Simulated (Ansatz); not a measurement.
# CdSe (Fm-3m) in Ansatz: equation of state

How stiff is CdSe in PBE, and what volume does it want? The cell is scaled to several volumes.

Everything below comes from runs of Ansatz 0.2.0. Logs are shortened: lines on timing, memory, paths and dates and some standing lists are left out, and cuts for length are marked.

## (1) The crystal as given

It takes space group Fm-3m (No. 225, cubic). The conventional cell has a = 5.748 Å, b = 5.748 Å, c = 5.748 Å, α = 90.00°, β = 90.00°, γ = 90.00°. Around Cd (site symmetry m-3m) lie 6 Se at 2.87 Å. Se (site symmetry m-3m) is surrounded by 6 Cd at 2.87 Å.

Measurements of this composition are mostly on another form, of space group No. 186.

## (2) Equation of state, PBE

Potentials or basis: all-electron LAPW, scalar-relativistic.

No new run: the results of the series are fitted here.

Results:

```
Equilibrium volume                      : 23.61 Å³/atom
Bulk modulus                            : 60 GPa
Pressure derivative of the bulk modulus : 4.8
```

Energy against volume, from the lowest point:
```tsv
volume (Å³/atom)	energy (meV/atom)
22.314	14.74
22.788	5.61
23.263	0.87
23.738	0.00
24.213	2.58
24.687	8.23
25.162	16.64
```
